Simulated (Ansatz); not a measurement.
# RbBr: a single-point run

Wanted: a converged single-point run for RbBr, and a check of what comes out. The structure is shown as the input types it.

Method: DFT, PBE, PAW with Ansatz's default frozen-core files, scalar-relativistic, in Ansatz 0.2.0.

1 further run of the same task is left out (it didn't finish).

### 1 The starting structure

The structure is tetragonal, space group I4mm (No. 107). Conventional cell: a = 4.847 Å, b = 4.847 Å, c = 6.855 Å, α = 90.00°, β = 90.00°, γ = 90.00°. Rb (site symmetry 4mm) has 6 Br at 3.40 to 3.46 Å as nearest neighbours. Br (site symmetry 4mm) has 6 Rb at 3.40 to 3.46 Å as nearest neighbours.

As a file:

```
Rb Br
1.0
     0.00000    3.42750    3.42750
     3.42750    0.00000    3.42750
     3.42750    3.42750    0.00000
Rb Br
1 1
Direct
  0.00000 0.00000 0.00000
  0.50438 0.50438 0.49562
```

### 2 The calculation

The input, input.yaml:

```yaml
crystal:
  lattice:
    - [0.0, 3.4275, 3.4275]
    - [3.4275, 0.0, 3.4275]
    - [3.4275, 3.4275, 0.0]
  atoms:
    - { symbol: Rb, position: [0.0, 0.0, 0.0], spin: 2.0 }
    - { symbol: Br, position: [0.5043763676, 0.5043763676, 0.4956236324] }
kpoints:
  mp_grid: { grid: [7, 7, 7] }
scf:
  occupations: { method: fermi_dirac, width: 0.03 }
  max_iter: 100
hamiltonian:
  xc: pbe
  pseudopotentials: { kind: paw }
output:
  forces: true
  stress: true
  eigenvalues: true
  efg: { contact_densities: true }
```

Run with:

```
ansatz run input.yaml --threads 1 --pin off --max-ram 2048MiB --backend cpu --events-out ev --progress --plain --runs-dir out
```

**Question.** How will this run end, and is anything wrong with its input?

The run ended at the input check. Its message: «inconsistent input (magnetization.spin_polarized): false but per-atom `spin:`, `per_species`, `initial_magnetization`, `magnetic_field`, or `spin_locking` is set»

The atoms carry spins in the input while the run has one spin channel.

Remedy: switch spin polarisation on, or remove the moments.
